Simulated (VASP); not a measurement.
# BP (Pm-3m) in VASP: notebook

Aim: see how the results for BP move with the level of theory and the settings. Levels: r2SCAN, HSE06. Tasks: single point.

Everything below comes from runs of VASP 6.6.1. Logs are shortened: lines on timing, memory, paths and dates and some standing lists are left out, and cuts for length are marked.

## 1. Starting point

It takes space group Pm-3m (No. 221, cubic). Conventional cell: a = 2.708 Å, b = 2.708 Å, c = 2.708 Å, α = 90.00°, β = 90.00°, γ = 90.00°. B (site symmetry m-3m) is surrounded by 8 P at 2.35 Å. P (site symmetry m-3m) has 8 B at 2.35 Å as nearest neighbours.

The cell was built by a generator and needn't be a form met in nature.

## 2. Single point, r2SCAN

POSCAR reads:

```
BP
1.0
    2.7080526438      0.0000000000      0.0000000000
    0.0000000000      2.7080526438      0.0000000000
    0.0000000000      0.0000000000      2.7080526438
B P
1 1
Direct
    0.0000000000      0.0000000000      0.0000000000
    0.5000000000      0.5000000000      0.5000000000
```

INCAR.step1 reads:

```
SYSTEM = BP
ALGO     = Normal         ! electronic algorithm
EDIFF    = 1E-4           ! SCF threshold, eV
ENCUT    = 520            ! plane-wave cutoff, eV
GGA      = PE             ! functional
ISMEAR   = -1             ! smearing method
LASPH    = .TRUE.         ! aspherical terms in the spheres
LCHARG   = .FALSE.        ! write CHGCAR
LREAL    = .FALSE.        ! projectors in reciprocal space
LWAVE    = .TRUE.         ! write WAVECAR
NBANDS   = 11             ! bands
NELM     = 60             ! most SCF steps
PREC     = Accurate       ! precision mode
SIGMA    = 0.02           ! smearing width, eV
```

INCAR.step2 reads:

```
SYSTEM = BP
ALGO     = Normal         ! electronic algorithm
EDIFF    = 1E-7           ! SCF threshold, eV
ENCUT    = 520            ! plane-wave cutoff, eV
ISIF     = 2              ! what is computed and relaxed
ISMEAR   = -1             ! smearing method
ISTART   = 1            
LASPH    = .TRUE.         ! aspherical terms in the spheres
LCHARG   = .TRUE.         ! write CHGCAR
LELF     = .TRUE.         ! ELF
LMIXTAU  = .TRUE.       
LREAL    = .FALSE.        ! projectors in reciprocal space
LVHAR    = .TRUE.       
LWAVE    = .FALSE.        ! write WAVECAR
METAGGA  = R2SCAN         ! meta-GGA
NBANDS   = 11             ! bands
NELM     = 60             ! most SCF steps
PREC     = Accurate       ! precision mode
SIGMA    = 0.02           ! smearing width, eV
```

KPOINTS reads:

```
k-points
0
G
  6 6 6
  0 0 0
```

Potentials or basis: VASP PAW PBE potentials, release 64 (B, P).

Run with:

```sh
$ cat potpaw_PBE.64/B/POTCAR potpaw_PBE.64/P/POTCAR > POTCAR
$ cp INCAR.step1 INCAR
$ mpirun -np 1 vasp_std > vasp.out
$ cp INCAR.step2 INCAR
$ mpirun -np 1 vasp_std > vasp.out
```

OUTCAR:

```text
SYSTEM = BP
   EDIFF = 1E-7
   ENCUT = 520
   ISIF = 2
   ISMEAR = -1
   ISTART = 1
   LASPH = .TRUE.
   LREAL = .FALSE.
   METAGGA = R2SCAN
   NELM = 60
   PREC = Accurate

 ion  position               nearest neighbor table
   1  0.000  0.000  0.000-   2 2.35   2 2.35   2 2.35   2 2.35   2 2.35   2 2.35   2 2.35   2 2.35

   2  0.500  0.500  0.500-   1 2.35   1 2.35   1 2.35   1 2.35   1 2.35   1 2.35   1 2.35   1 2.35

  LATTYP: Found a simple cubic cell.
 ALAT       =     2.7080526438

  Lattice vectors:

 A1 = (   2.7080526438,   0.0000000000,   0.0000000000)
 A2 = (   0.0000000000,   2.7080526438,   0.0000000000)
 A3 = (   0.0000000000,   0.0000000000,   2.7080526438)

Analysis of symmetry for initial positions (statically):
=====================================================================
 Subroutine PRICEL returns:
 Original cell was already a primitive cell.

 Routine SETGRP: Setting up the symmetry group for a
 simple cubic supercell.

 Subroutine GETGRP returns: Found 48 space group operations
 (whereof 48 operations were pure point group operations)
 out of a pool of 48 trial point group operations.

The static configuration has the point symmetry O_h .

Analysis of symmetry for dynamics (positions and initial velocities):
=====================================================================
 Subroutine PRICEL returns:
 Original cell was already a primitive cell.

 Routine SETGRP: Setting up the symmetry group for a
 simple cubic supercell.

 Subroutine GETGRP returns: Found 48 space group operations
 (whereof 48 operations were pure point group operations)
 out of a pool of 48 trial point group operations.

The dynamic configuration has the point symmetry O_h .

 Subroutine INISYM returns: Found 48 space group operations
 (whereof 48 operations are pure point group operations),
 and found     1 'primitive' translations

----------------------------------------------------------------------------------------

                                     Primitive cell

  volume of cell :      19.8596

  direct lattice vectors                    reciprocal lattice vectors
     2.708052644  0.000000000  0.000000000     0.369269040  0.000000000  0.000000000
     0.000000000  2.708052644  0.000000000     0.000000000  0.369269040  0.000000000
     0.000000000  0.000000000  2.708052644     0.000000000  0.000000000  0.369269040

  length of vectors
     2.708052644  2.708052644  2.708052644     0.369269040  0.369269040  0.369269040

  position of ions in fractional coordinates (direct lattice)
     0.000000000  0.000000000  0.000000000
     0.500000000  0.500000000  0.500000000

  ion indices of the primitive-cell ions
   primitive index   ion index
                 1           1
                 2           2

----------------------------------------------------------------------------------------

 KPOINTS: k-points

Automatic generation of k-mesh.
 Grid dimensions read from file:
 generate k-points for:    6    6    6

 Generating k-lattice:

  Cartesian coordinates                     Fractional coordinates (reciprocal lattice)
     0.061544840  0.000000000  0.000000000     0.166666667  0.000000000  0.000000000
     0.000000000  0.061544840  0.000000000     0.000000000  0.166666667  0.000000000
     0.000000000  0.000000000  0.061544840     0.000000000  0.000000000  0.166666667

  Length of vectors
     0.061544840  0.061544840  0.061544840

  Shift w.r.t. Gamma in fractional coordinates (k-lattice)
     0.000000000  0.000000000  0.000000000

 Subroutine IBZKPT returns following result:
 ===========================================

 Found     20 irreducible k-points:

 Following reciprocal coordinates:
            Coordinates               Weight
  0.000000  0.000000  0.000000      1.000000
  0.166667  0.000000  0.000000      6.000000
  0.333333  0.000000  0.000000      6.000000
  0.500000  0.000000  0.000000      3.000000
  0.166667  0.166667  0.000000     12.000000
  0.333333  0.166667  0.000000     24.000000
[... 12 lines left out ...]
  0.500000  0.500000  0.333333      6.000000
  0.500000  0.500000  0.500000      1.000000
   k-points           NKPTS =     20   k-points in BZ     NKDIM =     20   number of bands    NBANDS=     11
   number of dos      NEDOS =    301   number of ions     NIONS =      2
   total plane-waves  NPLWV =   8000
   dimension x,y,z NGX =    20 NGY =   20 NGZ =   20
   dimension x,y,z NGXF=    40 NGYF=   40 NGZF=   40
   ions per type =               1   1
   NGX,Y,Z   is equivalent  to a cutoff of  12.28, 12.28, 12.28 a.u.
   NGXF,Y,Z  is equivalent  to a cutoff of  24.56, 24.56, 24.56 a.u.
 SYSTEM =  BP
   PREC   = accura    normal or accurate (medium, high low for compatibility)
   ISTART =      1    job   : 0-new  1-cont  2-samecut
   ICHARG =      0    charge: 1-file 2-atom 10-const
   ISPIN  =      1    spin polarized calculation?
   LNONCOLLINEAR =      F non collinear calculations
   LSORBIT =      F    spin-orbit coupling
   LASPH  =      T    aspherical Exc in radial PAW
   ENCUT  =  520.0 eV  38.22 Ry    6.18 a.u.   5.04  5.04  5.04*2*pi/ulx,y,z
   NELM   =     60;   NELMIN=  2; NELMDL=  0     # of ELM steps
   EDIFF  = 0.1E-06   stopping-criterion for ELM
   LREAL  =      F    real-space projection
   EDIFFG = 0.1E-05   stopping-criterion for IOM
   NSW    =      0    number of steps for IOM
   IBRION =     -1    ionic relax: 0-MD 1-quasi-New 2-CG
   NFREE  =      0    steps in history (QN), initial steepest desc. (CG)
   ISIF   =      2    stress and relaxation
   ISYM   =      2    0-nonsym 1-usesym 2-fastsym
   POTIM  = 0.5000    time-step for ionic-motion
   TEBEG  =    0.0;   TEEND  =   0.0 temperature during run
   PSTRESS=    0.0 pullay stress
   NELECT =       8.0000    total number of electrons
   NUPDOWN=      -1.0000    fix difference up-down
   EMIN   =  10.00;   EMAX   =-10.00  energy-range for DOS
   EFERMI =   0.00;   METHOD = LEGACY
   ISMEAR =    -1;   SIGMA  =   0.02  broadening in eV -4-tet -1-fermi 0-gaus
   EFERMI_NEDOS =   21; number of points for ismear=-14 and -15
   IALGO  =     38    algorithm
   IMIX   =      4    mixing-type and parameters
     AMIX     =   0.40;   BMIX     =  1.00
     AMIX_MAG =   1.60;   BMIX_MAG =  1.00
  volume/ion in A,a.u.               =       9.93        67.01
  Fermi-wavevector in a.u.,A,eV,Ry     =   1.209060  2.284791 19.889339  1.461825
  Thomas-Fermi vector in A             =   2.344649
   LORBIT       =      0    0 simple, 1 ext, 2 COOP (PROOUT), +10 PAW based schemes
   METAGGA = R2SCAN    functional components
   LHFCALC =     F    Hartree Fock is set to
   AEXX    =    0.0000 exact exchange contribution
   IVDW    =     0    specifies the selected vdW correction
   LEPSILON=     F    determine dielectric tensor
   LRPA    =     F    only Hartree local field effects (RPA)
 non-spin polarized calculation
  energy-cutoff  :      520.00
  volume of cell :       19.86
 maximum number of plane-waves:       554
   NGX = 11   NGY = 11   NGZ = 11

 number of electron       7.9999998 magnetization

 Free energy of the ion-electron system (eV)
  ---------------------------------------------------
  ext. energy  EPLUGINS =         0.00000000
  ---------------------------------------------------
  free energy    TOTEN  =       -13.01229442 eV

  energy without entropy =      -13.00926232  energy(sigma->0) =      -13.01077837

 E-fermi :  10.3310     XC(G=0): -13.0560

 val. band max:       10.1014883415   @ k =   0.1667   0.1667   0.0000
 cond. band min:      10.3450713284   @ k =   0.5000   0.1667   0.0000
 fundamental gap:      0.2435829869
 Fermi energy:        10.3310297686

 k-point     1 :       0.0000    0.0000    0.0000
  band No.  band energies     occupation
      1      -8.0730      2.00000
      2       9.0718      2.00000
      3       9.0718      2.00000
      4       9.0718      2.00000
      5      12.7775      0.00000
      6      14.8893      0.00000
      7      14.8893      0.00000
      8      22.0857      0.00000
      9      22.0857      0.00000
     10      22.0857      0.00000
     11      29.2517      0.00000

 k-point     2 :       0.1667    0.0000    0.0000
  band No.  band energies     occupation
      1      -7.5330      2.00000
      2       5.3580      2.00000
      3       9.5890      2.00000
      4       9.5890      2.00000
      5      13.5506      0.00000
      6      15.4198      0.00000
      7      18.8735      0.00000
      8      20.3451      0.00000
      9      20.3451      0.00000
     10      21.1997      0.00000
     11      29.3931      0.00000

 k-point     3 :       0.3333    0.0000    0.0000
  band No.  band energies     occupation
      1      -5.9485      2.00000
      2       0.8266      2.00000
      3      11.1223      0.00000
      4      11.1223      0.00000
      5      14.6665      0.00000
      6      16.8890      0.00000
      7      16.9154      0.00000
      8      16.9154      0.00000
      9      18.7022      0.00000
     10      25.6334      0.00000
     11      25.9417      0.00000

 k-point     4 :       0.5000    0.0000    0.0000
  band No.  band energies     occupation
      1      -4.0658      2.00000
      2      -2.0758      2.00000
      3      13.3655      0.00000
      4      13.3655      0.00000
      5      13.8984      0.00000
      6      13.8984      0.00000
      7      15.9552      0.00000
      8      16.9895      0.00000
      9      18.1781      0.00000
     10      23.1758      0.00000
     11      30.3738      0.00000
[... 183 lines left out ...]
 k-point    18 :       0.5000    0.3333    0.3333
  band No.  band energies     occupation
      1       0.3779      2.00000
      2       1.9173      2.00000
      3       6.7700      2.00000
      4       7.2632      2.00000
      5       7.9765      2.00000
      6       8.4005      2.00000
      7      13.3777      0.00000
      8      13.7739      0.00000
      9      29.5023      0.00000
     10      29.9189      0.00000
     11      31.6087      0.00000

 k-point    19 :       0.5000    0.5000    0.3333
  band No.  band energies     occupation
      1       2.5836      2.00000
      2       3.7856      2.00000
      3       3.7856      2.00000
      4       5.3874      2.00000
      5       9.0805      2.00000
      6      10.4064      0.04515
      7      10.4064      0.04515
      8      10.7510      0.00000
      9      31.2248      0.00000
     10      31.2248      0.00000
     11      31.5873      0.00000

 k-point    20 :       0.5000    0.5000    0.5000
  band No.  band energies     occupation
      1       4.5276      2.00000
      2       6.2090      2.00000
      3       6.2090      2.00000
      4       6.2090      2.00000
      5       6.9299      2.00000
      6       6.9299      2.00000
      7       6.9299      2.00000
      8       8.4684      2.00000
      9      32.7809      0.00000
     10      32.7809      0.00000
     11      32.7809      0.00000

------------------------ aborting loop because EDIFF is reached ----------------------------------------

  FORCE on cell =-STRESS in cart. coord.  units (eV):
  Direction    XX          YY          ZZ          XY          YZ          ZX
  --------------------------------------------------------------------------------------
  -------------------------------------------------------------------------------------
  Total        0.4749893      0.4749893      0.4749893     -0.0000000      0.0000000      0.0000000
  in kB       38.3197897     38.3197897     38.3197897     -0.0000000      0.0000000      0.0000000
  external PRESSURE =      38.3197897 kB  Pullay stress =       0.0000000 kB

 VOLUME and BASIS-vectors are now :
 -----------------------------------------------------------------------------
  energy-cutoff  :      520.00
  volume of cell :       19.86
      direct lattice vectors                 reciprocal lattice vectors
     2.708052644  0.000000000  0.000000000     0.369269040  0.000000000  0.000000000
     0.000000000  2.708052644  0.000000000     0.000000000  0.369269040  0.000000000
     0.000000000  0.000000000  2.708052644     0.000000000  0.000000000  0.369269040

 POSITION                                       TOTAL-FORCE (eV/Angst)
 -----------------------------------------------------------------------------------
      0.00000      0.00000      0.00000         0.000000      0.000000      0.000000
      1.35403      1.35403      1.35403         0.000000      0.000000      0.000000
 -----------------------------------------------------------------------------------
    total drift:                                0.000000      0.000000      0.000000

  FREE ENERGIE OF THE ION-ELECTRON SYSTEM (eV)
  ---------------------------------------------------
  free  energy   TOTEN  =       -13.0122944179 eV

  energy  without entropy=      -13.0092623198  energy(sigma->0) =      -13.01077837
```

Run time: 14 s. Hardware: 1 thread of Intel Xeon 6975P-C (Granite Rapids), shared host; peak memory 0.11 GiB.

What came out:

```
Free energy            : -13.0123 eV
Pressure               : 3.8 GPa
Band gap on the k mesh : none (metal or under the smearing width)
```

Levels at points of the mesh, in eV from the Fermi level:
```
           k point  band 1  band 2  band 3  band 4  band 5  band 6  band 7  band 8
(0.00, 0.00, 0.00)  -18.40   -1.26   -1.26   -1.26    2.45    4.56    4.56   11.75
(0.50, 0.00, 0.00)  -14.40  -12.41    3.03    3.03    3.57    3.57    5.62    6.66
(0.50, 0.50, 0.00)   -9.88   -8.76   -8.76   -6.68    5.50    5.87    9.06    9.06
(0.50, 0.50, 0.50)   -5.80   -4.12   -4.12   -4.12   -3.40   -3.40   -3.40   -1.86
```

Caveat: the k mesh is coarse (spacing up to 0.39 Å⁻¹), so the values aren't converged; the PAW data sets were made with another functional, which shifts forces and pressure a little.

(Continued in part 2 of 2.)
